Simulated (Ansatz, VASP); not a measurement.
# GaP in VASP and in Ansatz

INCAR

```
SYSTEM = GaP
  PREC = Accurate
  ENCUT = 520
  EDIFF = 1E-6
  ISMEAR = -1
  SIGMA = 0.05
  LREAL = .False.
  LASPH = .True.
  NELM = 100
  ALGO = Normal
  ISIF = 2
  LWAVE = .False.
  LCHARG = .False.
  GGA = PE
  NBANDS = 16
```

Contents of KPOINTS:

```
regular mesh
0
Gamma
  8 8 9
  0 0 0
```

File POSCAR:

```
GaP
1.0
    3.4566600000      0.0000000000      0.0000000000
    0.0000000000      3.4566600000      0.0000000000
    0.0000000000      0.0000000000      2.8025600000
Ga P
1 1
Direct
    0.0000000000      0.0000000000      0.0000000000
    0.5000000000      0.5000000000      0.5000000000
```

The input input.yaml:

```yaml
crystal:
  lattice:
    - [3.45666, 0.0, 0.0]
    - [0.0, 3.45666, 0.0]
    - [0.0, 0.0, 2.80256]
  atoms:
    - { symbol: Ga, position: [0.0, 0.0, 0.0] }
    - { symbol: P, position: [0.5, 0.5, 0.5] }
hamiltonian:
  xc: pbe
  pseudopotentials: { kind: paw }
kpoints:
  mp_grid: { grid: [8, 8, 9] }
scf:
  occupations: { method: fermi_dirac, width: 0.05 }
output:
  forces: true
  stress: true
  eigenvalues: true
```

The cell was built by a generator and needn't be a form met in nature.

Alike in both runs: task single point; functional PBE; k mesh 8 × 8 × 9; occupations fermi-dirac, width 0.05 eV; no spin polarisation.

```csv
,VASP,Ansatz
version,VASP 6.6.1,Ansatz 0.2.0
potentials or method,"VASP PAW PBE potentials, release 64 (Ga_d, P)",Ansatz PAW
plane-wave cutoff (eV),520,420
valence electrons in the cell,18,18
```

```tsv
	VASP	Ansatz	Ansatz less VASP
gap on the k mesh at the Fermi level (eV)	none	none	-
pressure (GPa)	-0.2	-0.2	-0.03
largest component of the traceless stress (GPa)	0.09	0.08	-0.007
```

A gap of «none» marks a metal or a gap that the smearing closes.
